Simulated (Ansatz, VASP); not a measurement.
# One calculation of ZrB, two programs

The input INCAR:

```
PREC = Accurate
ENCUT = 520
EDIFF = 1E-6
ISMEAR = 0
SIGMA = 0.15
LREAL = F
LASPH = T
NELM = 80
ALGO = Normal
ISIF = 2
LWAVE = F
LCHARG = T
LELF = T
LVHAR = T
NBANDS = 14
```

The input KPOINTS:

```
regular mesh
0
Gamma
  18 18 18
```

The input POSCAR:

```
ZrB
1.0
    0.0000000000      2.5664558914      2.1393976311
    2.5664558914      0.0000000000      2.1393976311
    2.5664558914      2.5664558914      0.0000000000
Zr B
1 1
Direct
    0.0000000000      0.0000000000      0.0000000000
    0.5000000000      0.5000000000      0.5000000000
```

Input for Ansatz:

```yaml
crystal:
  lattice:
    - [0.0, 2.5664558914, 2.1393976311]
    - [2.5664558914, 0.0, 2.1393976311]
    - [2.5664558914, 2.5664558914, 0.0]
  atoms:
    - { symbol: Zr, position: [0.0, 0.0, 0.0] }
    - { symbol: B, position: [0.5, 0.5, 0.5] }
basis:
  ecutwfc: 520.0
kpoints:
  mp_grid: { grid: [18, 18, 18] }
hamiltonian:
  xc: lda
scf:
  occupations: { method: gaussian, width: 0.15 }
output:
  forces: true
  stress: true
  eigenvalues: true
```

Alike in both runs: task single point; functional LDA; k mesh 18 × 18 × 18; occupations gaussian, width 0.15 eV; no spin polarisation.

|  | VASP | Ansatz |
| --- | --- | --- |
| version | VASP 6.6.1 | Ansatz 0.2.0 |
| potentials or method | VASP PAW LDA potentials, release 64 (Zr_sv, B) | scalar-relativistic, plane waves, PAW |
| plane-wave cutoff (eV) | 520 | 520 |
| valence electrons in the cell | 15 | 15 |

|  | VASP | Ansatz | Ansatz less VASP |
| --- | --- | --- | --- |
| gap on the k mesh at the Fermi level (eV) | none | none | - |
| pressure (GPa) | 6.1 | 5.8 | -0.29 |
| largest component of the traceless stress (GPa) | 35.52 | 35.44 | -0.077 |

A gap of «none» marks a metal or a gap that the smearing closes.
